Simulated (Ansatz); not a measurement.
# AlCu: do energies and stresses tell the same story?

Theory: DFT r2SCAN, scalar-relativistic, plane waves, PAW in Ansatz 0.2.0.

Cutoff 500 eV; k points 14×14×14 on the computed 2-atom cell (Γ-centred); Gaussian smearing, width 0.10 eV; no spin polarisation.

Relaxed cell: Pm-3m, a = 2.957 Å, b = 2.957 Å, c = 2.957 Å, α = 90.00°, β = 90.00°, γ = 90.00°, 2 atoms in the primitive cell. Whether it is the stable form of this composition wasn't checked.

Energies at zero smearing and pressures from the stress tensor, at volumes with shape and atoms relaxed:
```csv
V (Å³/atom),E − E(first) (meV/atom),P (GPa)
11.375,0.00,22.74
11.762,-46.05,15.54
12.150,-76.04,9.46
12.538,-92.50,4.32
12.926,-97.57,-0.01
13.314,-93.02,-3.67
13.701,-80.32,-6.76
14.218,-52.76,-10.17
```

Problem. Check P = −dE/dV between neighbouring volumes, and get the bulk modulus from the pressures alone.

Solution. With 1 eV/Å³ = 160.2 GPa:
| middle V (Å³/atom) | −ΔE/ΔV (GPa) | mean P (GPa) |
| --- | --- | --- |
| 11.569 | 19.025 | 19.140 |
| 11.956 | 12.393 | 12.501 |
| 12.344 | 6.800 | 6.890 |
| 12.732 | 2.097 | 2.155 |
| 13.120 | -1.882 | -1.841 |
| 13.507 | -5.249 | -5.216 |
| 13.960 | -8.540 | -8.467 |

The two differ by 0.12 GPa at most. The mean of two end pressures misses the average over a step by about ΔV² P″/12, up to 0.10 GPa here; with that taken off 0.02 GPa remains. Around V = 12.926 Å³/atom, the two neighbours give B = −V ΔP/ΔV = 12.926 × 7.99 / 0.776 = 133.2 GPa, against B0 = 132.5 GPa from the Birch–Murnaghan fit of the energies.